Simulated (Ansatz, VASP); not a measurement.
# Bi: VASP beside Ansatz

```
Bi
1.0
     1.71397   -4.99010    0.00000
     1.71397    4.99010    0.00000
    -0.14556    0.00000    4.12683
Bi
2
Direct
  0.86900 0.13100 0.25000
  0.13100 0.86900 0.75000
```

Alike in both runs: task single point; functional PBE; k mesh 6 × 6 × 4; occupations gaussian, width 0.1 eV; no spin polarisation.

|  | VASP | Ansatz |
| --- | --- | --- |
| version | VASP 6.6.1 | Ansatz 0.2.0 |
| potentials or method | VASP PAW PBE potentials, release 64 (Bi_d) | scalar-relativistic, plane waves, PAW |
| plane-wave cutoff (eV) | 520 | 420 |
| valence electrons in the cell | 30 | 30 |

|  | VASP | Ansatz | Ansatz less VASP |
| --- | --- | --- | --- |
| gap on the k mesh at the Fermi level (eV) | none | none | - |
| pressure (GPa) | -2.1 | -2.1 | +0.06 |
| largest component of the traceless stress (GPa) | 0.42 | 0.43 | +0.009 |
| rms of the force components (eV/Å) | 0.190 | 0.191 | +0.0010 |

Atom by atom the forces differ by 0.001 eV/Å (rms over components). A gap of «none» marks a metal or a gap that the smearing closes.

Caveats: the k mesh is coarse (spacing up to 0.38 Å⁻¹), so the values aren't converged; spin-orbit coupling is left out, which moves the levels of the heavy elements.
